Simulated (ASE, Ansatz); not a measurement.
# Localised basis functions on 1/2<110> screw dislocation dipole in ZrC (120 atoms), part 2 of 3

Wanted: errors and times of a linear-scaling basis for 1/2<110> screw dislocation dipole in ZrC (120 atoms). A setting counts as converged where the r.m.s. difference of forces stays under 1 % of the r.m.s. force.

Ansatz 0.2.0; Kohn-Sham DFT, PBE, PAW (set soft_2), plane waves.

The cell: 60 Zr and 60 C. The cell is under 6 Å thick along one periodic direction. The host structure and its lattice constant were typed by rule, without a check against the phase diagram.

So far. Step 3 (Support functions low): Forces differ from the reference by 0.61 meV/Å r.m.s., 0.085 % of their size, well within a tolerance of 1 %; the energy by -1.7 meV/atom. Step 4 (Support functions medium): Forces differ from the reference by 0.54 meV/Å r.m.s., 0.076 % of their size, well within a tolerance of 1 %; the energy by -1.7 meV/atom.

## (5) Support functions high

With localised support functions most steps grow linearly with size, though the diagonalisation grows faster unless the density matrix is cut; this run measures error and cost at this size. The level high gives here a grid of 162×96×24 points and a radius of 4.36 Å.

This step: Kohn-Sham DFT, PBE, PAW (set soft_2), localised support functions (high) (Ansatz 0.2.0).

Contents of input.yaml:

```yaml
crystal:
  lattice:
    - [28.188, 0.0, 0.0]
    - [0.0, 16.60994, -1.661]
    - [0.0, 0.0, 3.32199]
  atoms:
    [... the 120 atom lines of step 2 ...]
kpoints:
  mp_grid: { grid: [1, 1, 5] }
hamiltonian:
  xc: pbe
scf:
  occupations: { method: fermi_dirac, width: 0.05 }
  eigensolver: { kind: { support_functions: { accuracy: high } } }
  max_iter: 150
output:
  forces: true
  eigenvalues: true
```

Launch:

```console
$ ansatz run input.yaml --threads 32 --pin off --max-ram 143360MiB --backend cuda --events-out ev --progress --plain --runs-dir out
```

Numbers of over 12 decimals in the logs are rounded to 6 here.

Output:

```text
[...]
GPU FFT provider: cuFFT
GPU libraries: cuBLAS 13.8.1, cuFFT 12.4.0, cuSOLVER 12.3.2
[...]
Crystal: 120 atoms, lattice volume = 1555.359 Å³
Basis set: ecut = 420 eV, 30513 PW (Γ), exchange–correlation on 432×240×60 points (8 copies of the dense FFT grid, shifted against one another)
Bands: 576, of which v1, the nominal top of the filled ones, is band 480 counted from 1 (479 counted from 0)
Symmetry: 1 space group operations
k-points: 3 of 5 (time reversal used)
[...]
GPU buffer pool allocated for 777600 grid points (all kernels)
Eigensolver: Support functions (high, 162×96×24 points, laid for a spacing of at most 0.176269 Å, radius 4.357683 Å, 1 species' potentials softened for the grid, 2 wholly corrected for its errors in the mean over positions, 2 with the egg-box correction, energy correction by stochastic trace)
[...]
SCF iter   1: F=—  HF=-266171.062031 eV  |F-HF|=—  |Δ(HF+E_count)|=         —  Δρ=9.87e-2  dr2=2.14e2  ethr=1.00e-1
[...]
SCF iter  18: F=—  HF=-266169.808417 eV  |F-HF|=—  |Δ(HF+E_count)|=   2.89e-4  Δρ=1.41e-7  dr2=2.41e-10  ethr=1.00e-12
SCF iter  19: F=-266169.808954 eV  HF=-266169.808954 eV  |F-HF|=5.30e-9  |Δ(HF+E_count)|=   5.38e-4  Δρ=1.16e-6  dr2=1.12e-8  ethr=1.00e-12
SCF 1 converged in 19 iterations: F = -266169.814796 eV  dr2 = 1.12e-8
[...]
SCF converged after 19 iterations
[...]
Free energy (F): -266169.814796 eV
[...]
Internal energy: -266169.655814 eV  (E = F + TS)
E sigma→0 (E₀):  -266169.735305 eV
Entropy (-TS):   -0.158981 eV (-1.325 meV/atom)
Fermi energy:    14.894169 eV
[...]
Σ components = -266169.814796   (vs F -266169.814796, Δ=0.00e0)
--- Forces (eV/Å), atoms counted from 1 ---
[... 120 lines of forces left out ...]
  max |Σ_I F_I| component: 6.63e-4 eV/Å
--- Band table (eV) ---
[... left out ...]
```

The job ended after 11 s (1 × NVIDIA GB200 with 32 threads of Arm Neoverse V2, shared host; peak memory 1.6 GiB; 23 s of CPU time).

That memory is the host's; the program planned up to 8.8 GiB on the GPU.

Keys that differ from the reference: support_functions.accuracy = "high" and scf.max_iter = 150.

Forces differ from the reference by 0.39 meV/Å r.m.s., 0.055 % of their size, well within a tolerance of 1 %; the energy by -1.7 meV/atom.

## (6) Support functions medium, radius 2.91 Å

The radius confines each support function; a larger one gives more freedom and more work per atom.

This step: Kohn-Sham DFT, PBE, PAW (set soft_2), localised support functions (medium) (Ansatz 0.2.0).

input.yaml, the sections that differ from step 5:

```yaml
scf:
  occupations: { method: fermi_dirac, width: 0.05 }
  eigensolver: { kind: { support_functions: { accuracy: medium, radius: 2.91 } } }
  max_iter: 150
# crystal, kpoints, hamiltonian, output: as in step 5
```

Output:

```text
Warning: scf.eigensolver.kind.support_functions: disabling space-group detection — the functions' gradient is summed over unrotated k-points, so no spatial operation reduces the k-mesh or symmetrises the density; time reversal is kept, so that k and −k are solved as one point where they differ and the mesh holds both, and exact exchange and, on two spinor components, a DFT+U term hold to it where the run has them: [...]
settings of this run that can trade accuracy for cost: scf.eigensolver.kind.support_functions [...]
Engine: ansatz 0.2.0, aarch64-unknown-linux-gnu
Pseudopotentials: kind: paw
Pseudopotential: Zr, paw, valence charge 12, recommended cutoff 420 eV (normal), Zr.paw.azcp
Pseudopotential: C, paw, valence charge 4, recommended cutoff 420 eV (normal), C.paw.azcp
[... 5 lines on functional and potentials left out ...]
device memory: the entry about to start is reckoned to put 0.5 GiB on a device that reports 182.5 GiB free
Error: SCF: the radius of support functions is under 3.46 Å, the least for these sites at the functions' level (scf.eigensolver.kind.support_functions.accuracy). Use scf.eigensolver.kind: auto, or type scf.eigensolver.kind.support_functions.radius at least as long, [...]
```

Wall time 1.1 s (1 × NVIDIA GB200 with 32 threads); peak memory 0.91 GiB.

That memory is the host's; the program planned up to 0.5 GiB on the GPU.

The program refuses radii under 3.46 Å for these atoms at this level.

## (7) Support functions medium, radius 3.2 Å

The radius confines each support function; a larger one gives more freedom and more work per atom.

input.yaml, the sections that differ from step 6:

```yaml
scf:
  occupations: { method: fermi_dirac, width: 0.05 }
  eigensolver: { kind: { support_functions: { accuracy: medium, radius: 3.2 } } }
  max_iter: 150
# crystal, kpoints, hamiltonian, output: as in step 6
```

Output:

```text
Warning: scf.eigensolver.kind.support_functions: disabling space-group detection — the functions' gradient is summed over unrotated k-points, so no spatial operation reduces the k-mesh or symmetrises the density; time reversal is kept, so that k and −k are solved as one point where they differ and the mesh holds both, and exact exchange and, on two spinor components, a DFT+U term hold to it where the run has them: [...]
settings of this run that can trade accuracy for cost: scf.eigensolver.kind.support_functions [...]
Engine: ansatz 0.2.0, aarch64-unknown-linux-gnu
Pseudopotentials: kind: paw
Pseudopotential: Zr, paw, valence charge 12, recommended cutoff 420 eV (normal), Zr.paw.azcp
Pseudopotential: C, paw, valence charge 4, recommended cutoff 420 eV (normal), C.paw.azcp
[... 5 lines on functional and potentials left out ...]
device memory: the entry about to start is reckoned to put 0.5 GiB on a device that reports 182.5 GiB free
Error: SCF: the radius of support functions is under 3.46 Å, the least for these sites at the functions' level (scf.eigensolver.kind.support_functions.accuracy). Use scf.eigensolver.kind: auto, or type scf.eigensolver.kind.support_functions.radius at least as long, [...]
```

Run time: 1.2 s. Hardware: 1 × NVIDIA GB200 with 32 threads; peak memory 0.9 GiB.

That memory is the host's; the program planned up to 0.5 GiB on the GPU.

The program refuses radii under 3.46 Å for these atoms at this level.

## (8) Support functions medium, radius 3.42 Å

The radius confines each support function; a larger one gives more freedom and more work per atom.

input.yaml, the sections that differ from step 7:

```yaml
scf:
  occupations: { method: fermi_dirac, width: 0.05 }
  eigensolver: { kind: { support_functions: { accuracy: medium, radius: 3.42 } } }
  max_iter: 150
# crystal, kpoints, hamiltonian, output: as in step 7
```

Output:

```text
Warning: scf.eigensolver.kind.support_functions: disabling space-group detection — the functions' gradient is summed over unrotated k-points, so no spatial operation reduces the k-mesh or symmetrises the density; time reversal is kept, so that k and −k are solved as one point where they differ and the mesh holds both, and exact exchange and, on two spinor components, a DFT+U term hold to it where the run has them: [...]
settings of this run that can trade accuracy for cost: scf.eigensolver.kind.support_functions [...]
Engine: ansatz 0.2.0, aarch64-unknown-linux-gnu
Pseudopotentials: kind: paw
Pseudopotential: Zr, paw, valence charge 12, recommended cutoff 420 eV (normal), Zr.paw.azcp
Pseudopotential: C, paw, valence charge 4, recommended cutoff 420 eV (normal), C.paw.azcp
[... 5 lines on functional and potentials left out ...]
device memory: the entry about to start is reckoned to put 0.5 GiB on a device that reports 182.5 GiB free
Error: SCF: the radius of support functions is under 3.46 Å, the least for these sites at the functions' level (scf.eigensolver.kind.support_functions.accuracy). Use scf.eigensolver.kind: auto, or type scf.eigensolver.kind.support_functions.radius at least as long, [...]
```

Wall time 1.1 s (1 × NVIDIA GB200 with 32 threads); peak memory 0.84 GiB.

That memory is the host's; the program planned up to 0.5 GiB on the GPU.

The program refuses radii under 3.46 Å for these atoms at this level.

## (9) Support functions medium, radius 4.01 Å

The radius confines each support function; a larger one gives more freedom and more work per atom.

input.yaml, the sections that differ from step 8:

```yaml
scf:
  occupations: { method: fermi_dirac, width: 0.05 }
  eigensolver: { kind: { support_functions: { accuracy: medium, radius: 4.01 } } }
  max_iter: 150
# crystal, kpoints, hamiltonian, output: as in step 8
```

Output:

```text
[...]
GPU FFT provider: cuFFT
GPU libraries: cuBLAS 13.8.1, cuFFT 12.4.0, cuSOLVER 12.3.2
[...]
Crystal: 120 atoms, lattice volume = 1555.359 Å³
Basis set: ecut = 420 eV, 30513 PW (Γ), exchange–correlation on 384×240×48 points (8 copies of the dense FFT grid, shifted against one another)
Bands: 576, of which v1, the nominal top of the filled ones, is band 480 counted from 1 (479 counted from 0)
Symmetry: 1 space group operations
k-points: 3 of 5 (time reversal used)
[...]
GPU buffer pool allocated for 552960 grid points (all kernels)
[...]
SCF iter   1: F=—  HF=-266171.441101 eV  |F-HF|=—  |Δ(HF+E_count)|=         —  Δρ=9.81e-2  dr2=2.12e2  ethr=1.00e-1
[...]
SCF iter   9: F=—  HF=-266169.780729 eV  |F-HF|=—  |Δ(HF+E_count)|=   4.35e-3  Δρ=1.75e-5  dr2=1.20e-5  ethr=1.30e-8
SCF iter  10: F=-266169.783671 eV  HF=-266169.783671 eV  |F-HF|=7.13e-7  |Δ(HF+E_count)|=   2.94e-3  Δρ=5.43e-6  dr2=1.01e-6  ethr=1.25e-9
SCF 1 converged in 10 iterations: F = -266169.806811 eV  dr2 = 1.01e-6
[...]
SCF converged after 10 iterations
[...]
Free energy (F): -266169.806811 eV
[...]
Internal energy: -266169.647912 eV  (E = F + TS)
E sigma→0 (E₀):  -266169.727361 eV
Entropy (-TS):   -0.158899 eV (-1.324 meV/atom)
Fermi energy:    14.894223 eV
[...]
Σ components = -266169.806811   (vs F -266169.806811, Δ=0.00e0)
--- Forces (eV/Å), atoms counted from 1 ---
[... 120 lines of forces left out ...]
  max |Σ_I F_I| component: 9.49e-3 eV/Å
--- Band table (eV) ---
[... left out ...]
```

It took 6.1 s on 1 × NVIDIA GB200 with 32 threads; peak memory 1.6 GiB; 18 s of CPU time.

That memory is the host's; the program planned up to 6.6 GiB on the GPU.

Keys that differ from the reference: support_functions.accuracy = "medium", support_functions.radius = 4.01 and scf.max_iter = 150.

Forces differ from the reference by 0.46 meV/Å r.m.s., 0.064 % of their size, well within a tolerance of 1 %; the energy by -1.7 meV/atom.

## (10) Support functions medium, radius 4.37 Å

The radius confines each support function; a larger one gives more freedom and more work per atom.

input.yaml, the sections that differ from step 9:

```yaml
scf:
  occupations: { method: fermi_dirac, width: 0.05 }
  eigensolver: { kind: { support_functions: { accuracy: medium, radius: 4.37 } } }
  max_iter: 150
# crystal, kpoints, hamiltonian, output: as in step 9
```

Output:

```text
[...]
GPU FFT provider: cuFFT
GPU libraries: cuBLAS 13.8.1, cuFFT 12.4.0, cuSOLVER 12.3.2
[...]
Crystal: 120 atoms, lattice volume = 1555.359 Å³
Basis set: ecut = 420 eV, 30513 PW (Γ), exchange–correlation on 384×240×48 points (8 copies of the dense FFT grid, shifted against one another)
Bands: 576, of which v1, the nominal top of the filled ones, is band 480 counted from 1 (479 counted from 0)
Symmetry: 1 space group operations
k-points: 3 of 5 (time reversal used)
[...]
GPU buffer pool allocated for 552960 grid points (all kernels)
[...]
SCF iter   1: F=—  HF=-266171.026043 eV  |F-HF|=—  |Δ(HF+E_count)|=         —  Δρ=9.87e-2  dr2=2.14e2  ethr=1.00e-1
[...]
SCF iter   9: F=—  HF=-266169.790431 eV  |F-HF|=—  |Δ(HF+E_count)|=   3.04e-3  Δρ=1.85e-5  dr2=1.30e-5  ethr=1.67e-8
SCF iter  10: F=-266169.792513 eV  HF=-266169.792514 eV  |F-HF|=7.95e-7  |Δ(HF+E_count)|=   2.08e-3  Δρ=5.39e-6  dr2=1.07e-6  ethr=1.35e-9
SCF 1 converged in 10 iterations: F = -266169.807085 eV  dr2 = 1.07e-6
[...]
SCF converged after 10 iterations
[...]
Free energy (F): -266169.807085 eV
[...]
Internal energy: -266169.648169 eV  (E = F + TS)
E sigma→0 (E₀):  -266169.727627 eV
Entropy (-TS):   -0.158917 eV (-1.324 meV/atom)
Fermi energy:    14.894185 eV
[...]
Σ components = -266169.807085   (vs F -266169.807085, Δ=0.00e0)
--- Forces (eV/Å), atoms counted from 1 ---
[... 120 lines of forces left out ...]
  max |Σ_I F_I| component: 4.92e-3 eV/Å
--- Band table (eV) ---
[... left out ...]
```

Wall time 7.4 s (1 × NVIDIA GB200 with 32 threads); peak memory 1.6 GiB.

That memory is the host's; the program planned up to 8.2 GiB on the GPU.

Keys that differ from the reference: support_functions.accuracy = "medium", support_functions.radius = 4.37 and scf.max_iter = 150.

Forces differ from the reference by 0.46 meV/Å r.m.s., 0.064 % of their size, well within a tolerance of 1 %; the energy by -1.7 meV/atom.

## (11) Support functions medium, radius 4.92 Å

The radius confines each support function; a larger one gives more freedom and more work per atom.

input.yaml, the sections that differ from step 10:

```yaml
scf:
  occupations: { method: fermi_dirac, width: 0.05 }
  eigensolver: { kind: { support_functions: { accuracy: medium, radius: 4.92 } } }
  max_iter: 150
# crystal, kpoints, hamiltonian, output: as in step 10
```

Output:

```text
[...]
GPU FFT provider: cuFFT
GPU libraries: cuBLAS 13.8.1, cuFFT 12.4.0, cuSOLVER 12.3.2
[...]
Crystal: 120 atoms, lattice volume = 1555.359 Å³
Basis set: ecut = 420 eV, 30513 PW (Γ), exchange–correlation on 384×240×48 points (8 copies of the dense FFT grid, shifted against one another)
Bands: 576, of which v1, the nominal top of the filled ones, is band 480 counted from 1 (479 counted from 0)
Symmetry: 1 space group operations
k-points: 3 of 5 (time reversal used)
[...]
GPU buffer pool allocated for 552960 grid points (all kernels)
[...]
SCF iter   1: F=—  HF=-266170.394091 eV  |F-HF|=—  |Δ(HF+E_count)|=         —  Δρ=9.90e-2  dr2=2.16e2  ethr=1.00e-1
[...]
SCF iter   9: F=—  HF=-266169.797139 eV  |F-HF|=—  |Δ(HF+E_count)|=   1.37e-3  Δρ=1.98e-5  dr2=1.36e-5  ethr=1.99e-8
SCF iter  10: F=-266169.798181 eV  HF=-266169.798182 eV  |F-HF|=9.10e-7  |Δ(HF+E_count)|=   1.04e-3  Δρ=7.12e-6  dr2=1.27e-6  ethr=1.41e-9
SCF 1 converged in 10 iterations: F = -266169.807105 eV  dr2 = 1.27e-6
[...]
SCF converged after 10 iterations
[...]
Free energy (F): -266169.807105 eV
[...]
Internal energy: -266169.648176 eV  (E = F + TS)
E sigma→0 (E₀):  -266169.727640 eV
Entropy (-TS):   -0.158928 eV (-1.324 meV/atom)
Fermi energy:    14.894134 eV
[...]
Σ components = -266169.807105   (vs F -266169.807105, Δ=0.00e0)
--- Forces (eV/Å), atoms counted from 1 ---
[... 120 lines of forces left out ...]
  max |Σ_I F_I| component: 3.56e-3 eV/Å
--- Band table (eV) ---
[... left out ...]
```

Run time: 8.1 s. Hardware: 1 × NVIDIA GB200 with 32 threads; peak memory 1.6 GiB; 21 s of CPU time.

That memory is the host's; the program planned up to 10.6 GiB on the GPU.

Keys that differ from the reference: support_functions.accuracy = "medium", support_functions.radius = 4.92 and scf.max_iter = 150.

Forces differ from the reference by 0.44 meV/Å r.m.s., 0.062 % of their size, well within a tolerance of 1 %; the energy by -1.7 meV/atom.

## (12) Another setting: hamiltonian.xc = "revpbe"

This functional strengthens the gradient correction of exchange, which tends to weaken binding against PBE. Changed here: hamiltonian.xc = "revpbe".

This step: Kohn-Sham DFT, revPBE, PAW (set soft_2), plane waves (Ansatz 0.2.0).

input.yaml, the sections that differ from step 11:

```yaml
hamiltonian:
  xc: revpbe
scf:
  occupations: { method: fermi_dirac, width: 0.05 }
output:
  forces: true
  stress: true
  populations: true
  dos:
    method: { smearing: { sigma: 0.15 } }
    de: 0.1
    projected: { site_lists: { C: [C], Zr: [Zr] } }
  eigenvalues: true
# crystal, kpoints: as in step 11
```

Output:

```text
[...]
GPU FFT provider: cuFFT
GPU libraries: cuBLAS 13.8.1, cuFFT 12.4.0, cuSOLVER 12.3.2
[...]
Crystal: 120 atoms, lattice volume = 1555.359 Å³
Basis set: ecut = 420 eV, 30513 PW (Γ), exchange–correlation on 384×240×48 points (8 copies of the dense FFT grid, shifted against one another)
Bands: 600, of which v1, the nominal top of the filled ones, is band 480 counted from 1 (479 counted from 0)
Symmetry: 1 space group operations
[...]
k-points: 3 of 5 (time reversal used)
[...]
GPU buffer pool allocated for 552960 grid points (all kernels)
[...]
SCF iter   1: F=—  HF=-266515.057344 eV  |F-HF|=—  |Δ(HF+E_count)|=         —  Δρ=3.92e-3  dr2=1.47e0  ethr=1.77e-3
[...]
SCF iter  10: F=—  HF=-266514.957419 eV  |F-HF|=—  |Δ(HF+E_count)|=   3.70e-8  Δρ=1.18e-6  dr2=1.39e-7  ethr=8.37e-11
SCF iter  11: F=-266514.957419 eV  HF=-266514.957419 eV  |F-HF|=2.99e-8  |Δ(HF+E_count)|=   3.73e-9  Δρ=4.28e-7  dr2=3.17e-8  ethr=1.04e-11
SCF 1 converged in 11 iterations: F = -266514.957419 eV  dr2 = 3.17e-8
[...]
SCF converged after 11 iterations
Free energy (F): -266514.957419 eV
[...]
Internal energy: -266514.799393 eV  (E = F + TS)
E sigma→0 (E₀):  -266514.878406 eV
Entropy (-TS):   -0.158027 eV (-1.317 meV/atom)
Fermi energy:    14.968692 eV
[...]
Σ components = -266514.957419   (vs F -266514.957419, Δ=0.00e0)
--- Forces (eV/Å), atoms counted from 1 ---
[... 120 lines of forces left out ...]
  max |Σ_I F_I| component: 9.02e-6 eV/Å
--- Stress (GPa, compression-positive) ---
        5.910348       0.126844       0.058570
        0.126844      13.557665       0.162741
        0.058570       0.162741       6.788552
  P = ⅓ Tr σ = 8.7522 GPa (87.522 kbar)
--- Band table (eV) ---
[... left out ...]
--- Löwdin populations: 120 sites ---
  site symbol       q [e]
[... 120 lines, one an atom, left out ...]
  spilling = 0.002727 (of n_electrons = 960.000000)
```

The job ended after 3.3 s (1 × NVIDIA GB200 with 32 threads; peak memory 2.7 GiB).

That memory is the host's; the program planned up to 23.9 GiB on the GPU.

Forces differ from the reference by 4.0 meV/Å r.m.s., 0.56 % of their size; the pressure by +2.4 GPa.

Runs without a result: support functions medium, radius 2.91 Å (error); support functions medium, radius 3.2 Å (error); support functions medium, radius 3.42 Å (error).

## (13) All settings compared

Each row is set against the plane-wave reference (Kohn-Sham DFT, PBE, PAW (set soft_2), plane waves; r.m.s. force component 0.711 eV/Å). Energies are set beside the reference only for runs with its functional, potentials and electron count. Times are for 1 × NVIDIA GB200 with 32 threads of Arm Neoverse V2, shared host. The reference's time includes the DOS, ELF, the stress and grids, which some other runs skip.

| run | Δ force, r.m.s. (meV/Å) | share of r.m.s. force (%) | Δ energy (meV/atom) | Δ pressure (GPa) | cycles | time | host memory (GiB) | planned on the GPU (GiB) |
| --- | --- | --- | --- | --- | --- | --- | --- | --- |
| reference | - | - | - | - | 11 | 3.5 s | 2.6 | 24 |
| support functions low | 0.607 | 0.0853 | -1.67 | - | 9 | 5.6 s | 1.5 | 5.9 |
| support functions medium | 0.541 | 0.076 | -1.67 | - | 10 | 5.8 s | 1.5 | 5.9 |
| support functions high | 0.394 | 0.0554 | -1.74 | - | 19 | 11 s | 1.6 | 8.8 |
| support functions medium, radius 4.01 Å | 0.456 | 0.064 | -1.67 | - | 10 | 6.1 s | 1.6 | 6.6 |
| support functions medium, radius 4.37 Å | 0.457 | 0.0643 | -1.68 | - | 10 | 7.4 s | 1.6 | 8.2 |
| support functions medium, radius 4.92 Å | 0.44 | 0.0618 | -1.68 | - | 10 | 8.1 s | 1.6 | 11 |
| hamiltonian.xc = "revpbe" | 3.96 | 0.556 | - | 2.43 | 11 | 3.3 s | 2.7 | 24 |

(Part 2 of 3 ends here.)

[Logs are printed without paths, hosts, clocks, repeated set-up lines and the standing remarks that a program may print on its own settings, such as how far it seeks lower states.]

[Hosts, paths, dates, database ids (printed as entryN), source tags and the programs' standing remarks are cut or masked in the printed files.]
